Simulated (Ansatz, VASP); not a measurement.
## Zr (linear Zr chain): VASP beside Ansatz

One calculation is typed for both programs; each brings its own data sets. How far apart do they land? The structure shown is the end of the Ansatz relaxation below.

Program: Ansatz 0.2.0. Level of theory: plane waves, with VASP 6.6.1 beside it; single point at LDA. Results are calculated unless marked as measured.

## (1) The structure

The cell holds 1 atom: 1 Zr. Its edges and angles: a = 7.500 Å, b = 7.500 Å, c = 2.457 Å, α = 90.0°, β = 90.0°, γ = 90.0°. Vacuum lies along a and b. The structure's axis is c.

## (2) Ansatz: relaxation, LDA

Ansatz runs on its default PAW (the set named soft_2) files.

This run makes the geometry at which the two programs are then compared.

input.yaml

```yaml
crystal:
  lattice:
    - [7.5, 0.0, 0.0]
    - [0.0, 7.5, 0.0]
    - [0.0, 0.0, 3.255]
  atoms:
    - { symbol: Zr, position: [0.5, 0.5, 0.0], spin: 1.0 }
magnetization:
  spin_polarized: true
kpoints:
  mp_grid: { grid: [1, 1, 25] }
scf:
  occupations: { method: fermi_dirac, width: 0.05 }
hamiltonian:
  xc: lda
relax:
  cell: { fix: [a, b, alpha, beta, gamma] }
  max_steps: 60
```

On the command line:

```console
$ ansatz run input.yaml --threads 4 --pin off --max-ram 8192MiB --backend cpu --events-out ev --progress --plain --runs-dir out
```

Numbers of over 12 decimals in the logs are rounded to 6 here.

What it wrote:

```text
Engine: ansatz 0.2.0, x86_64-unknown-linux-gnu
Pseudopotentials: kind: paw
Pseudopotential: Zr, paw, valence charge 12, recommended cutoff 420 eV (normal), Zr.paw.azcp
Functional definition: SPW92
  exchange = slater_x
  correlation = pw_c
Crystal: 1 atoms, lattice volume = 183.094 Å³
Basis set: ecut = 420 eV, 3587 PW (Γ)
Bands: 11, of which v1, the nominal top of the filled ones, is band 6 counted from 1 (5 counted from 0)
Symmetry: 16 space group operations
Space group: P4/mmm (ITA 123), of the structure as read, at distance tolerance 5.7e-5 Å
Magnetic group: BNS 123.339 (UNI 999), of the structure as read, at distance tolerance 5.7e-5 Å
k-points: 13 of 25
Non-local potential: Zr, projectors of the file, l = 0: 3, l = 1: 2, l = 2: 2, l = 3: 2
PAW form: soft (Blöchl's): semilocal exchange-correlation on the pseudo side does not see the compensation charge
PAW frozen core: Zr, regenerated for the run's functional, and the local potential with it (the file was generated under x = pbe(κ = 0.804, μ = 0.219515), c = pbe(β = 0.066725))
PAW one-centre angular grid: Zr, 590 points (default); XC on 64 Gauss nodes
Initial density: superposition of atomic densities (neutral atoms: chi_scale 0, normalization atom)
Starting moments: Σ|m| = 1 μB on 1 of 1 site
Initial wavefunctions: pseudopotential atomic-orbital guess
Functional: x = slater, c = lda
SCF iter   1: F=—  HF=-4072.365583 eV  |F-HF|=—  |Δ(HF+E_count)|=         —  Δρ=9.46e-3 (↑9.46e-3 ↓9.36e-3)  dr2=1.32e0  dr2_m=4.51e-3  M=1.082 μB ∫|m|=1.082 μB  β_m=0.30  ethr=3.10e-3  ⟨swp⟩=4.3  Hψ=1528  notcnv=0
Mixer restart at iter 1: flushing history
preconditioner: auto → LDOS  [metal: Δε(μ)=0.004 eV  Ē_g=2.275 eV  σ=0.050 eV  W_gap=0.02  n_scr=12 (ndim 8)  ℏωp=5.5 eV  f_vac=0.510  D(μ)=6.05/eV (n_scr^D=42)]
spin=Collinear: LDOS preconditioning applied to the charge; magnetization (m = ρ↑ − ρ↓) channel mixes plain (no charge-response kernel on spin).
SCF iter   2: F=—  HF=-4072.314412 eV  |F-HF|=—  |Δ(HF+E_count)|=   5.12e-2  Δρ=6.26e-3 (↑6.08e-3 ↓6.26e-3)  dr2=6.22e-1  dr2_m=2.20e-3  M=1.105 μB ∫|m|=1.105 μB  β_m=0.57  ethr=3.10e-3  ⟨swp⟩=1.8  Hψ=535  notcnv=0
SCF iter   3: F=—  HF=-4072.233391 eV  |F-HF|=—  |Δ(HF+E_count)|=   8.10e-2  Δρ=2.63e-3 (↑2.63e-3 ↓2.52e-3)  dr2=3.98e-2  dr2_m=9.63e-4  M=1.212 μB ∫|m|=1.212 μB  β_m=0.78  ethr=3.10e-3  ⟨swp⟩=2.1  Hψ=491  notcnv=0
SCF iter   4: F=—  HF=-4072.268878 eV  |F-HF|=—  |Δ(HF+E_count)|=         —  Δρ=3.88e-3 (↑3.88e-3 ↓3.49e-3)  dr2=8.35e-3  dr2_m=2.05e-2  M=1.701 μB ∫|m|=1.701 μB  β_m=0.78  ethr=3.31e-4  ⟨swp⟩=2.3  Hψ=447  notcnv=0
Mixer restart at iter 4: flushing history
SCF iter   5: F=—  HF=-4072.298385 eV  |F-HF|=—  |Δ(HF+E_count)|=   2.95e-2  Δρ=5.10e-3 (↑5.10e-3 ↓4.64e-3)  dr2=1.36e-2  dr2_m=3.70e-2  M=2.219 μB ∫|m|=2.219 μB  β_m=0.35  ethr=6.96e-5  ⟨swp⟩=2.8  Hψ=539  notcnv=0
SCF iter   6: F=-4072.334462 eV  HF=-4072.330466 eV  |F-HF|=4.00e-3  |Δ(HF+E_count)|=   3.21e-2  Δρ=4.74e-3 (↑4.74e-3 ↓4.55e-3)  dr2=1.64e-2  dr2_m=3.28e-2  M=2.670 μB ∫|m|=2.670 μB  β_m=0.95  ethr=6.96e-5  ⟨swp⟩=2.5  Hψ=555  notcnv=0
SCF iter   7: F=-4072.339849 eV  HF=-4072.345267 eV  |F-HF|=5.42e-3  |Δ(HF+E_count)|=   1.48e-2  Δρ=4.82e-3 (↑4.82e-3 ↓4.07e-3)  dr2=1.09e-2  dr2_m=3.15e-2  M=2.748 μB ∫|m|=2.748 μB  β_m=0.20  ethr=6.96e-5  ⟨swp⟩=2.7  Hψ=474  notcnv=0
SCF iter   8: F=-4072.344790 eV  HF=-4072.344580 eV  |F-HF|=2.10e-4  |Δ(HF+E_count)|=   6.87e-4  Δρ=2.99e-3 (↑2.99e-3 ↓2.94e-3)  dr2=5.43e-3  dr2_m=1.28e-2  M=2.792 μB ∫|m|=2.792 μB  β_m=0.97  ethr=6.96e-5  ⟨swp⟩=2.2  Hψ=490  notcnv=0
SCF iter   9: F=-4072.343347 eV  HF=-4072.347081 eV  |F-HF|=3.73e-3  |Δ(HF+E_count)|=   2.50e-3  Δρ=2.13e-3 (↑1.36e-3 ↓2.13e-3)  dr2=9.05e-3  dr2_m=3.41e-3  M=2.864 μB ∫|m|=2.864 μB  β_m=0.75  ethr=4.52e-5  ⟨swp⟩=2.0  Hψ=603  notcnv=0
SCF iter  10: F=-4072.335612 eV  HF=-4072.347112 eV  |F-HF|=1.15e-2  |Δ(HF+E_count)|=   3.09e-5  Δρ=5.72e-3 (↑5.19e-3 ↓5.72e-3)  dr2=2.08e-2  dr2_m=4.50e-2  M=2.953 μB ∫|m|=2.953 μB  β_m=0.87  ethr=4.52e-5  ⟨swp⟩=2.5  Hψ=601  notcnv=0  recentre
SCF iter  11: F=-4072.346094 eV  HF=-4072.346110 eV  |F-HF|=1.62e-5  |Δ(HF+E_count)|=   1.00e-3  Δρ=1.05e-3 (↑1.05e-3 ↓9.55e-4)  dr2=6.10e-4  dr2_m=1.58e-3  M=2.866 μB ∫|m|=2.866 μB  β_m=0.94  ethr=4.52e-5  ⟨swp⟩=2.0  Hψ=585  notcnv=0
SCF iter  12: F=-4072.346597 eV  HF=-4072.346546 eV  |F-HF|=5.10e-5  |Δ(HF+E_count)|=   4.36e-4  Δρ=4.23e-4 (↑4.12e-4 ↓4.23e-4)  dr2=8.82e-5  dr2_m=2.73e-4  M=2.846 μB ∫|m|=2.846 μB  β_m=0.97  ethr=5.08e-6  ⟨swp⟩=2.0  Hψ=451  notcnv=0  defer=1
SCF iter  13: F=-4072.346707 eV  HF=-4072.346707 eV  |F-HF|=7.72e-7  |Δ(HF+E_count)|=   1.61e-4  Δρ=2.00e-5 (↑2.00e-5 ↓7.34e-6)  dr2=2.10e-6  dr2_m=1.73e-7  M=2.831 μB ∫|m|=2.831 μB  β_m=0.98  ethr=7.35e-7  ⟨swp⟩=2.3  Hψ=444  notcnv=0  defer=1
[...]
SCF iter   6: F=—  HF=-4073.468075 eV  |F-HF|=—  |Δ(HF+E_count)|=   6.32e-6  Δρ=9.64e-5 (↑9.64e-5 ↓9.00e-5)  dr2=6.35e-6  dr2_m=8.49e-6  M=0.441 μB ∫|m|=0.441 μB  β_m=0.97  ethr=1.79e-7  ⟨swp⟩=2.1  Hψ=401  notcnv=0
SCF iter   7: F=—  HF=-4073.468084 eV  |F-HF|=—  |Δ(HF+E_count)|=   8.74e-6  Δρ=3.41e-5 (↑3.41e-5 ↓2.28e-5)  dr2=1.63e-6  dr2_m=9.13e-7  M=0.429 μB ∫|m|=0.429 μB  β_m=0.98  ethr=5.30e-8  ⟨swp⟩=2.0  Hψ=418  notcnv=0
SCF iter   8: F=—  HF=-4073.468086 eV  |F-HF|=—  |Δ(HF+E_count)|=   2.05e-6  Δρ=1.53e-5 (↑1.53e-5 ↓9.00e-6)  dr2=3.18e-7  dr2_m=1.20e-7  M=0.423 μB ∫|m|=0.424 μB  β_m=0.99  ethr=1.36e-8  ⟨swp⟩=2.4  Hψ=440  notcnv=0
iter 9 did not close the SCF: its close was put off for a magnetic moment that had not settled (scf_convergence_deferred on its scf_iter line)
SCF iter   9: F=-4073.468086 eV  HF=-4073.468086 eV  |F-HF|=3.29e-8  |Δ(HF+E_count)|=   3.88e-7  Δρ=4.25e-6 (↑4.25e-6 ↓3.47e-6)  dr2=6.50e-8  dr2_m=1.96e-9  M=0.419 μB ∫|m|=0.419 μB  β_m=0.92  ethr=8.33e-10  ⟨swp⟩=2.6  Hψ=1059  notcnv=0
iter 10 did not close the SCF: its close was put off for a magnetic moment that had not settled (scf_convergence_deferred on its scf_iter line)
SCF iter  10: F=-4073.468086 eV  HF=-4073.468086 eV  |F-HF|=1.40e-9  |Δ(HF+E_count)|=   1.06e-8  Δρ=1.12e-6 (↑1.12e-6 ↓7.35e-7)  dr2=3.38e-9  dr2_m=3.06e-10  M=0.420 μB ∫|m|=0.420 μB  β_m=0.95  ethr=5.41e-10  ⟨swp⟩=2.1  Hψ=947  notcnv=0
SCF iter  11: F=-4073.468086 eV  HF=-4073.468086 eV  |F-HF|=2.00e-11  |Δ(HF+E_count)|=  8.82e-11  Δρ=1.87e-7 (↑1.87e-7 ↓1.54e-7)  dr2=8.83e-11  dr2_m=1.55e-11  M=0.420 μB ∫|m|=0.420 μB  ethr=2.81e-11  ⟨swp⟩=1.3  Hψ=796  notcnv=0
SCF 6 converged in 11 iterations: F = -4073.468086 eV  dr2 = 8.83e-11
relax step   6: F+E_penalty+E_count = -4073.46808624 eV  Δ(F+E_penalty+E_count) = -8.619e-2 eV  max|allowed force component| = 0.000e0 eV/Å  Δτ_max = 0.0000 Å  P = -0.376 GPa  Ω = 138.465 Å³  energy of the carried Pulay correction = +3.336e-4 eV  fix = [a, b, alpha, beta, gamma]  reactions: a -0.527, b -0.527 GPa  (11 SCF iters, dr2 threshold 1.00e-7 eV, accepted)
[...]
relax step   7: F+E_penalty+E_count = -4073.46815625 eV  Δ(F+E_penalty+E_count) = -7.001e-5 eV  max|allowed force component| = 0.000e0 eV/Å  Δτ_max = 0.0000 Å  P = -0.355 GPa  Ω = 138.205 Å³  energy of the carried Pulay correction = +3.357e-4 eV  fix = [a, b, alpha, beta, gamma]  reactions: a -0.528, b -0.528 GPa  (9 SCF iters, dr2 threshold 1.38e-8 eV, accepted)
[...]
relax step   8: F+E_penalty+E_count = -4073.46791122 eV  Δ(F+E_penalty+E_count) = +2.450e-4 eV  max|allowed force component| = 0.000e0 eV/Å  Δτ_max = 0.0000 Å  P = -0.355 GPa  Ω = 138.205 Å³  fix = [a, b, alpha, beta, gamma]  reactions: a -0.528, b -0.528 GPa  stress off target by 9.34e-3 GPa on what of the cell is left free  SCF on the basis re-selected at this cell (its energy is not comparable with the rows above)  (5 SCF iters)
basis re-selected at this cell: Δ(F+E_penalty+E_count) = +2.450e-4 eV, ΔP = +0.000 GPa vs the last step (what re-selecting the basis moved, of the pressure what is left beyond the Pulay correction that the steps carried, after the strain that the cell walked since its last selection, with what the two solves' SCF thresholds leave and, on support functions, any second-order correction that the steps lacked; it is no measure of the basis error at this ecutwfc). The dense FFT grid was sized anew with the basis: this SCF ran on 54×54×18 points, the steps before it on 54×54×24, so part of this shift can come from that change (see relax.cell in the input reference). [rest of the remark cut]
SCF converged after 5 iterations
Magnetization: 0.3872 μB (6.1936 up, 5.8064 down)
Absolute magnetization: 0.3875 μB (∫|ρ↑−ρ↓|, with the PAW one-centre terms)
Spin contamination: 0.0004 ħ² per cell (⟨S²⟩ above its minimum at these occupations)
Per-site moments (μB) at R_I (Å): [(0.164167, 1.013504)]
Free energy (F): -4073.467911 eV
Harris-Foulkes:  -4073.467911 eV  (|F-HF|=4.55e-13)
Internal energy: -4073.440115 eV  (E = F + TS)
E sigma→0 (E₀):  -4073.454013 eV
Entropy (-TS):   -0.027796 eV (-27.796 meV/atom)
Fermi energy:    -0.778892 eV
--- Per-component energies (eV) ---
  E_band       = -273.378612
  E_kinetic    = 334.009576
  E_local      = -2028.882497  (includes V_loc(G=0)·N_el)
  E_nonlocal   = 88.654948
  E_hartree    = 802.350144
  E_xc         = -157.316549
  E_vxc        = -186.570084  (∫ρ·V_xc dr)
  E_paw        = -2850.587282  (= ΣΔE_a)
  E_vpaw       = -85.290930  (= ΣTr[D̂ρ^β])
  E_aug_tail   = 0.000025  (compensation charges beyond the density's cutoff)
  E_ewald      = -262.038880
  E_core_change = 0.370401  (= ΣΔE_core)
  E_smearing   = -0.027796  (= −TS)
  E_closure    = 0.000000  (closes the sum)
  Σ components = -4073.467911   (vs F -4073.467911, Δ=0.00e0)
--- Forces (eV/Å), atoms counted from 1 ---
  atom   1  Zr    -0.00000000     0.00000000     0.00000000
  max |Σ_I F_I| component: 6.56e-28 eV/Å
--- Stress (GPa, compression-positive) ---
       -0.527752       0.000000       0.000000
        0.000000      -0.527752       0.000000
        0.000000       0.000000      -0.009338
  P = ⅓ Tr σ = -0.3549 GPa (-3.549 kbar)
--- Relaxed structure (7 steps of the walk, 7 accepted, 1 SCFs on fresh bases) ---
  F+E_penalty+E_count = -4073.46791122 eV   max|allowed force component| = 0.000e0 eV/Å   (the final SCF, on the basis selected at the relaxed cell)
  cell:  # Å, volume = 138.2050 Å³
    - [7.5, 0.0, 0.0]
    - [0.0, 7.5, 0.0]
    - [0.0, 0.0, 2.456978]
  atoms:
    - { symbol: Zr, position: [0.500000, 0.500000, 0.0] }
```

## (3) VASP: single point, LDA

The same cell, functional (in two slightly different forms), mesh and smearing now go to VASP, with its own data sets.

Lines of VASP's logs that name or quote its potential files are left out, and so is its time.

INCAR

```
SYSTEM = Zr
PREC = Accurate
ENCUT = 500
EDIFF = 1E-06
NELM = 200
ISMEAR = -1
SIGMA = 0.05
LREAL = .FALSE.
ALGO = Normal
GGA = PW92
NBANDS = 13
ISPIN = 2
MAGMOM = 0.16
LASPH = .TRUE.
LMAXMIX = 4
LORBIT = 11
LWAVE = .FALSE.
LCHARG = .FALSE.
ISIF = 2
GGA_COMPAT = .FALSE.
```

POSCAR

```
Zr
1.0
    7.5000000000      0.0000000000      0.0000000000
    0.0000000000      7.5000000000      0.0000000000
    0.0000000000      0.0000000000      2.4569783247
Zr
1
Direct
    0.5000000000      0.5000000000      0.0000000000
```

KPOINTS

```
Automatic mesh
0
Gamma
1 1 25
0 0 0
```

PAW data sets: Zr_sv (LDA family, release 64).

On the command line:

```console
$ mpirun -np 1 vasp_std
```

What it wrote:

```text
[banner, memory and clock lines left out]
running    1 mpi-ranks, on    1 nodes
 distrk:  each k-point on    1 cores,    1 groups
 distr:  one band on    1 cores,    1 groups

 POSCAR found type information on POSCAR Zr
 POSCAR found :  1 types and       1 ions
|                                                                             |
|               ----> ADVICE to this user running VASP <----                  |
|                                                                             |
|     You enforced a specific xc type in the INCAR file but a different       |
|     [... a line on the potential file left out ...]
|     I HOPE YOU KNOW WHAT YOU ARE DOING!                                     |
|                                                                             |

 LDA part: xc-table for (Slater(with rela. corr.)+PW92), standard interpolation
 POSCAR, INCAR and KPOINTS ok, starting setup
 FFT: planning ... GRIDC
 FFT: planning ... GRID_SOFT
 FFT: planning ... GRID
 WAVECAR not read
 entering main loop
       N       E                     dE             d eps       ncg     rms          rms(c)
DAV:   1     0.539438723243E+02    0.53944E+02   -0.57971E+03   948   0.643E+02
DAV:   2     0.579091483668E+00   -0.53365E+02   -0.49077E+02   899   0.167E+02
DAV:   3    -0.587920422537E+01   -0.64583E+01   -0.59802E+01  1224   0.337E+01
DAV:   4    -0.601811384587E+01   -0.13891E+00   -0.13748E+00   826   0.596E+00
DAV:   5    -0.602243397969E+01   -0.43201E-02   -0.43167E-02  1029   0.822E-01    0.103E+01
DAV:   6    -0.540049809301E+01    0.62194E+00   -0.45741E-01   766   0.551E+00    0.545E+00
DAV:   7    -0.530450876025E+01    0.95989E-01   -0.23741E-01   781   0.386E+00    0.111E+00
DAV:   8    -0.529516657964E+01    0.93422E-02   -0.20373E-02   787   0.114E+00    0.641E-01
DAV:   9    -0.529522498503E+01   -0.58405E-04   -0.20339E-03   872   0.330E-01    0.189E-01
DAV:  10    -0.529504947363E+01    0.17551E-03   -0.89292E-04   863   0.224E-01    0.121E-01
DAV:  11    -0.529513314169E+01   -0.83668E-04   -0.37124E-04   781   0.158E-01    0.622E-02
DAV:  12    -0.529518095505E+01   -0.47813E-04   -0.42471E-05   970   0.425E-02    0.366E-02
DAV:  13    -0.529530350984E+01   -0.12255E-03   -0.42631E-05   762   0.366E-02    0.240E-02
DAV:  14    -0.529543316590E+01   -0.12966E-03   -0.40112E-05   917   0.355E-02    0.241E-02
DAV:  15    -0.529547652518E+01   -0.43359E-04   -0.73895E-06   903   0.186E-02    0.253E-02
DAV:  16    -0.529553766711E+01   -0.61142E-04   -0.12359E-05   933   0.252E-02    0.269E-02
DAV:  17    -0.529564498227E+01   -0.10732E-03   -0.37994E-05   940   0.460E-02    0.252E-02
DAV:  18    -0.529573332671E+01   -0.88344E-04   -0.30206E-05   963   0.439E-02    0.195E-02
DAV:  19    -0.529584588681E+01   -0.11256E-03   -0.10683E-04   932   0.823E-02    0.124E-02
DAV:  20    -0.529586065590E+01   -0.14769E-04   -0.89958E-06   922   0.207E-02    0.767E-03
DAV:  21    -0.529586775427E+01   -0.70984E-05   -0.78372E-06   921   0.215E-02    0.400E-03
DAV:  22    -0.529586789358E+01   -0.13931E-06   -0.11947E-06   840   0.851E-03
   1 F= -.52958679E+01 E0= -.52819410E+01  d E =-.278538E-01  mag=     0.3728
```

(Part 1 of 2 ends here.)

[Lines on the potential files, build, host, timing and source positions are cut from VASP's logs without a mark.]

[Logs are printed without paths, hosts, clocks, repeated set-up lines and the standing remarks that a program may print on its own settings, such as how far it seeks lower states.]

[Hosts, paths, dates, database ids (printed as entryN), source tags and the programs' standing remarks are cut or masked in the printed files.]
